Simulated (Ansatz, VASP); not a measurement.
**One calculation of Ba, two programs**

```xyz
1
Lattice="3.9667 0.0000 0.0000 -1.9833 3.4352 0.0000 0.0000 0.0000 4.2265" Properties=species:S:1:pos:R:3 pbc="T T T"
Ba    0.0000    0.0000    0.0000
```

Change from the starting cell: strain -0.080 along x and y, +0.080 along z, atoms carried along.

Alike in both runs: task single point; functional LDA; k mesh 15 × 15 × 12; occupations gaussian, width 0.15 eV; no spin polarisation.

|  | VASP | Ansatz |
| --- | --- | --- |
| version | VASP 6.6.1 | Ansatz 0.2.0 |
| potentials or method | VASP PAW LDA potentials, release 64 (Ba_sv) | scalar-relativistic, plane waves, PAW |
| plane-wave cutoff (eV) | 520 | 420 |
| valence electrons in the cell | 10 | 10 |

Ansatz gave:

* gap on the k mesh at the Fermi level (eV): none
* pressure (GPa): -0.5
* largest component of the traceless stress (GPa): 2.41

Task: Which values does VASP return?

Result: gap on the k mesh at the Fermi level (eV): none; pressure (GPa): -0.5; largest component of the traceless stress (GPa): 2.44.

A gap of «none» marks a metal or a gap that the smearing closes.

The runs have no spin-orbit coupling, so splittings on Ba are missing.
